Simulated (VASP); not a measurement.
# W (Im-3m) in VASP: further runs

Runs on W. Level: LDA. Tasks: relaxation of cell and atoms, vibrations by finite differences.

Everything below comes from runs of VASP 6.6.1. Logs are shortened: lines on timing, memory, paths and dates and some standing lists are left out, and cuts for length are marked.

## (1) The structure

The structure is cubic, space group Im-3m (No. 229). The conventional cell has a = 3.165 Å, b = 3.165 Å, c = 3.165 Å, α = 90.00°, β = 90.00°, γ = 90.00°. W (site symmetry m-3m) is surrounded by 8 W at 2.74 Å.

## (2) Relaxation of cell and atoms, LDA

INCAR

```
PREC = Accurate
ENCUT = 350
EDIFF = 1E-7
ISMEAR = 0
SIGMA = 0.1
LREAL = False
LASPH = True
NELM = 100
ALGO = Normal
ISIF = 3
LWAVE = False
LCHARG = False
IBRION = 2
NSW = 80
EDIFFG = -0.002
```

KPOINTS

```
regular mesh
0
Gamma
  10 10 10
```

POSCAR

```
W
1.0
   -1.5823450000      1.5823450000      1.5823450000
    1.5823450000     -1.5823450000      1.5823450000
    1.5823450000      1.5823450000     -1.5823450000
W
1
Direct
    0.0000000000      0.0000000000      0.0000000000
```

Potentials or basis: VASP PAW LDA potentials, release 64 (W_sv).

The run is started by

```bash
cat potpaw_LDA.64/W_sv/POTCAR > POTCAR
mpirun -np 1 vasp_std > vasp.out
```

OUTCAR:

```text
PREC = Accurate
   ENCUT = 350
   EDIFF = 1E-7
   ISMEAR = 0
   LREAL = False
   LASPH = True
   NELM = 100
   ISIF = 3
   IBRION = 2
   NSW = 80
   EDIFFG = -0.002

 ion  position               nearest neighbor table
   1  0.000  0.000  0.000-

  LATTYP: Found a body centered cubic cell.
 ALAT       =     3.1646900000

  Lattice vectors:

 A1 = (  -1.5823450000,   1.5823450000,   1.5823450000)
 A2 = (   1.5823450000,  -1.5823450000,   1.5823450000)
 A3 = (   1.5823450000,   1.5823450000,  -1.5823450000)

Analysis of symmetry for initial positions (statically):
=====================================================================
 Subroutine PRICEL returns:
 Original cell was already a primitive cell.

 Routine SETGRP: Setting up the symmetry group for a
 body centered cubic supercell.

 Subroutine GETGRP returns: Found 48 space group operations
 (whereof 48 operations were pure point group operations)
 out of a pool of 48 trial point group operations.

The static configuration has the point symmetry O_h .

Analysis of symmetry for dynamics (positions and initial velocities):
=====================================================================
 Subroutine PRICEL returns:
 Original cell was already a primitive cell.

 Routine SETGRP: Setting up the symmetry group for a
 body centered cubic supercell.

 Subroutine GETGRP returns: Found 48 space group operations
 (whereof 48 operations were pure point group operations)
 out of a pool of 48 trial point group operations.

The dynamic configuration has the point symmetry O_h .

 Subroutine INISYM returns: Found 48 space group operations
 (whereof 48 operations are pure point group operations),
 and found     1 'primitive' translations

----------------------------------------------------------------------------------------

                                     Primitive cell

  volume of cell :      15.8476

  direct lattice vectors                    reciprocal lattice vectors
    -1.582345000  1.582345000  1.582345000     0.000000000  0.315986716  0.315986716
     1.582345000 -1.582345000  1.582345000     0.315986716  0.000000000  0.315986716
     1.582345000  1.582345000 -1.582345000     0.315986716  0.315986716  0.000000000

  length of vectors
     2.740701935  2.740701935  2.740701935     0.446872699  0.446872699  0.446872699

  position of ions in fractional coordinates (direct lattice)
     0.000000000  0.000000000  0.000000000

[... 91 lines left out ...]
   EFERMI_NEDOS =   21; number of points for ismear=-14 and -15
   IALGO  =     38    algorithm
   IMIX   =      4    mixing-type and parameters
     AMIX     =   0.40;   BMIX     =  1.00
     AMIX_MAG =   1.60;   BMIX_MAG =  1.00
  volume/ion in A,a.u.               =      15.85       106.94
  Fermi-wavevector in a.u.,A,eV,Ry     =   1.570832  2.968442 33.572544  2.467512
  Thomas-Fermi vector in A             =   2.672506
   LORBIT       =      0    0 simple, 1 ext, 2 COOP (PROOUT), +10 PAW based schemes
   GGA     = CA    functional components
   LHFCALC =     F    Hartree Fock is set to
   AEXX    =    0.0000 exact exchange contribution
   IVDW    =     0    specifies the selected vdW correction
   LEPSILON=     F    determine dielectric tensor
   LRPA    =     F    only Hartree local field effects (RPA)
 conjugate gradient relaxation of ions
 non-spin polarized calculation
 Gauss-broadening in eV      SIGMA  =   0.10
  energy-cutoff  :      350.00
  volume of cell :       15.85
 maximum number of plane-waves:       243
 NGX is ok and might be reduce to    18
   NGX =  9   NGY =  9   NGZ =  9

--------------------------------------- Ionic step        1  -------------------------------------------

 number of electron      14.0000001 magnetization

 Free energy of the ion-electron system (eV)
  ---------------------------------------------------
  ext. energy  EPLUGINS =         0.00000000
  ---------------------------------------------------
  free energy    TOTEN  =       -14.09016881 eV

  energy without entropy =      -14.08775407  energy(sigma->0) =      -14.08896144

------------------------ aborting loop because EDIFF is reached ----------------------------------------

  FORCE on cell =-STRESS in cart. coord.  units (eV):
  Direction    XX          YY          ZZ          XY          YZ          ZX
  --------------------------------------------------------------------------------------
  -------------------------------------------------------------------------------------
  Total       -0.6929720     -0.6929720     -0.6929720     -0.0000000     -0.0000000      0.0000000
  in kB      -70.0588117    -70.0588117    -70.0588117     -0.0000000     -0.0000000      0.0000000
  external PRESSURE =     -70.0588117 kB  Pullay stress =       0.0000000 kB
[... 197 lines left out ...]
--------------------------------------- Ionic step        7  -------------------------------------------

 number of electron      14.0000008 magnetization

 Free energy of the ion-electron system (eV)
  ---------------------------------------------------
  ext. energy  EPLUGINS =         0.00000000
  ---------------------------------------------------
  free energy    TOTEN  =       -14.09762147 eV

  energy without entropy =      -14.09532629  energy(sigma->0) =      -14.09647388

 E-fermi :  11.7533     XC(G=0): -13.9548

 val. band max:       11.6613052585   @ k =   0.5000   0.5000   0.2000
 cond. band min:      11.8289788399   @ k =   0.1000   0.1000   0.0000
 fundamental gap:      0.1676735813
 Fermi energy:        11.7533109927

 k-point     1 :       0.0000    0.0000    0.0000
  band No.  band energies     occupation
      1     -62.1089      2.00000
      2     -25.8807      2.00000
      3     -25.8807      2.00000
      4     -25.8807      2.00000
      5       1.9752      2.00000
      6      10.3238      2.00000
      7      10.3238      2.00000
      8      10.3238      2.00000
      9      13.8679      0.00000
     10      13.8679      0.00000
     11      26.2636      0.00000
[... 309 lines left out ...]
 k-point    24 :      -0.3000    0.3000    0.1000
  band No.  band energies     occupation
      1     -61.9974      2.00000
      2     -26.8069      2.00000
      3     -26.2330      2.00000
      4     -25.9934      2.00000
      5       5.4115      2.00000
      6       9.0983      2.00000
      7       9.5212      2.00000
      8      12.4255      0.00000
      9      14.1386      0.00000
     10      14.9144      0.00000
     11      25.6078      0.00000

 [... further k-points ...]
[... 5 lines left out ...]
  --------------------------------------------------------------------------------------
  -------------------------------------------------------------------------------------
  Total        0.0000098      0.0000098      0.0000098      0.0000000     -0.0000000      0.0000000
  in kB        0.0010118      0.0010118      0.0010118      0.0000000     -0.0000000      0.0000000
  external PRESSURE =       0.0010118 kB  Pullay stress =       0.0000000 kB
[... 16 lines left out ...]
  FREE ENERGIE OF THE ION-ELECTRON SYSTEM (eV)
  ---------------------------------------------------
  free  energy   TOTEN  =       -14.0976214748 eV

  energy  without entropy=      -14.0953262887  energy(sigma->0) =      -14.09647388

 reached required accuracy - stopping structural energy minimisation
```

Wall time 11 s (1 thread of Intel Xeon Platinum 8559C (Emerald Rapids), shared host); peak memory 0.12 GiB.

Results:

| Quantity | Value |
| --- | --- |
| Free energy | -14.0976 eV |
| Relaxed volume | 15.51 Å³/atom |
| Relaxed cell | a = 2.721 Å, b = 2.721 Å, c = 2.721 Å, α = 109.47°, β = 109.47°, γ = 109.47° |
| Space group after relaxing (to 0.05 Å) | Im-3m (No. 229) |
| Energy gained by relaxing | 7.5 meV/atom |
| Ionic steps | 7 |
| Pressure after relaxing | 0.0 GPa |
| Band gap on the k mesh | none (metal or under the smearing width) |

The path:
```tsv
step	energy change (eV)	largest force (eV/Å)	pressure (GPa)	volume (Å³)
1	0.0000	0.0000	-7.01	15.85
2	0.1075	0.0000	32.86	14.31
3	-0.0074	0.0000	-0.27	15.53
4	-0.0075	0.0000	-0.06	15.51
5	-0.0075	0.0000	0.10	15.51
6	-0.0074	0.0000	-0.29	15.53
7	-0.0075	0.0000	0.00	15.51
```

Final structure:
```
W
1.0
    -1.57112    1.57112    1.57112
     1.57112   -1.57112    1.57112
     1.57112    1.57112   -1.57112
W
1
Direct
  0.00000 0.00000 0.00000
```

The run has no spin-orbit coupling, so splittings on W are missing. Zero-point motion and thermal expansion aren't in these numbers.

## (3) Relaxation of cell and atoms, LDA

This run uses another cell than the first one, of 15.51 Å³/atom, 0.979 times its volume.

INCAR is that of step 2.

KPOINTS is that of step 2.

POSCAR

```
W                                       
1.0
   -1.5711187213      1.5711187213      1.5711187213
    1.5711187213     -1.5711187213      1.5711187213
    1.5711187213      1.5711187213     -1.5711187213
  W             
     1
Direct
     0.0000000000000000    0.0000000000000000    0.0000000000000000
```

Potentials or basis: VASP PAW LDA potentials, release 64 (W_sv).

The run is started by

```bash
cat potpaw_LDA.64/W_sv/POTCAR > POTCAR
mpirun -np 1 vasp_std > vasp.out
```

Wall time 6.6 s (1 thread of Intel Xeon Platinum 8559C (Emerald Rapids), shared host); peak memory 0.11 GiB.

The run converged. Its results:

```
Free energy               : -14.0967 eV
Energy gained by relaxing : 0.0 meV/atom
Ionic steps               : 4
Pressure after relaxing   : 0.0 GPa
Band gap on the k mesh    : none (metal or under the smearing width)
```

Final structure:
```
CELL_PARAMETERS angstrom
-1.57107 1.57107 1.57107
1.57107 -1.57107 1.57107
1.57107 1.57107 -1.57107
ATOMIC_POSITIONS crystal
W 0.00000 0.00000 0.00000
```

Levels at points of the mesh, in eV from the Fermi level:
| k point | band 3 | band 4 | band 5 | band 6 | band 7 | band 8 | band 9 | band 10 | band 11 |
| --- | --- | --- | --- | --- | --- | --- | --- | --- | --- |
| (0.00, 0.00, 0.00) | -37.63 | -37.63 | -9.78 | -1.43 | -1.43 | -1.43 | 2.11 | 2.11 | 14.51 |
| (0.50, 0.00, 0.00) | -38.09 | -37.64 | -6.52 | -3.82 | 0.80 | 2.03 | 3.02 | 6.19 | 11.51 |
| (0.50, 0.50, 0.50) | -38.61 | -38.61 | -6.14 | -6.14 | 5.17 | 5.17 | 5.17 | 8.41 | 8.41 |

The run has no spin-orbit coupling, so splittings on W are missing.

## (4) Vibrations by finite differences, LDA

This run uses another cell than the first one, of 15.51 Å³/atom, 0.979 times its volume.

INCAR

```
PREC     = Accurate       # precision mode
ENCUT    = 350            # plane-wave cutoff, eV
EDIFF    = 1E-8           # SCF threshold, eV
ISMEAR   = 0              # smearing method
SIGMA    = 0.1            # smearing width, eV
LREAL    = F              # projectors in reciprocal space
LASPH    = T              # aspherical terms in the spheres
NELM     = 100            # most SCF steps
ALGO     = Normal         # electronic algorithm
ISIF     = 3              # what is computed and relaxed
LWAVE    = F              # write WAVECAR
LCHARG   = F              # write CHGCAR
NBANDS   = 13             # bands
IBRION   = 6              # ionic algorithm
NFREE    = 2            
POTIM    = 0.015          # step
NSW      = 1              # ionic steps
```

KPOINTS

```
Automatic mesh
0
Gamma
  10 10 10
```

POSCAR

```
W                                       
1.0
   -1.5710724040      1.5710724040      1.5710724040
    1.5710724040     -1.5710724040      1.5710724040
    1.5710724040      1.5710724040     -1.5710724040
  W             
     1
Direct
     0.0000000000000000    0.0000000000000000    0.0000000000000000
```

The run is started by

```bash
cat potpaw_LDA.64/W_sv/POTCAR > POTCAR
mpirun -np 1 vasp_std > vasp.out
```

Wall time 1.7 min (1 thread of Intel Xeon Platinum 8559C (Emerald Rapids), shared host); peak memory 0.17 GiB.

It converged, with:

| Item | Value |
| --- | --- |
| Elastic constants C11, C12, C44 | 584, 223, 139 GPa |
| Voigt bulk modulus | 344 GPa |

Elastic tensor in Voigt notation (GPa, in the Cartesian axes of the cell as first typed):
```
584 223 223   0   0   0
223 584 223   0   0   0
223 223 584   0   0   0
  0   0   0 139   0   0
  0   0   0   0 139   0
  0   0   0   0   0 139
```

Clamped-ion elastic tensor (GPa):
```
584 223 223   0   0   0
223 584 223   0   0   0
223 223 584   0   0   0
  0   0   0 139   0   0
  0   0   0   0 139   0
  0   0   0   0   0 139
```

Caveat: elastic constants of metals need much finer meshes, so these are rough. The run has no spin-orbit coupling, so splittings on W are missing.
